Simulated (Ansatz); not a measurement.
**Bi2Te3: changing the choice of potentials or basis**

The cell as given:

```cif
data_structure
_symmetry_space_group_name_H-M 'P 1'
_symmetry_Int_Tables_number 1
_cell_length_a 10.4763
_cell_length_b 10.4763
_cell_length_c 10.4763
_cell_angle_alpha 24.166
_cell_angle_beta 24.166
_cell_angle_gamma 24.166
_cell_volume 169.36
loop_
_atom_site_label
_atom_site_type_symbol
_atom_site_fract_x
_atom_site_fract_y
_atom_site_fract_z
_atom_site_occupancy
Bi1 Bi 0.60000 0.60000 0.60000 1
Bi2 Bi 0.40000 0.40000 0.40000 1
Te1 Te 0.79050 0.79050 0.79050 1
Te2 Te 0.20950 0.20950 0.20950 1
Te3 Te 0.00000 0.00000 0.00000 1
```

Kept alike: task relaxation of cell and atoms; functional PBE; k mesh 7 × 7 × 7; occupations fermi-dirac, width 0.05 eV; no spin polarisation. Program: Ansatz. Cutoffs run from 420 to 1800 eV. The mesh is that of the run's cell of 5 atoms. No spin-orbit coupling.

| choice of potentials or basis | volume (Å³/atom) |
| --- | --- |
| Ansatz NC | 36.473 |
| Ansatz PAW | 36.500 |
| Ansatz PAW (files of its older set among them) | 36.518 |
| JTH PAW | 36.314 |
| PseudoDojo standard (PBE files) | 36.389 |
| PseudoDojo stringent (PBE files) | 36.508 |
| SPMS NC | 36.326 |

The relaxations keep at least the cell's symmetry (R-3m). Relaxations stop with a little pressure left, so the last digits of a volume or edge aren't settled.

Question: What does the choice of potentials or basis change here?

Answer: The volume runs from 36.314 (JTH PAW) to 36.518 Å³/atom (Ansatz PAW (files of its older set among them)).
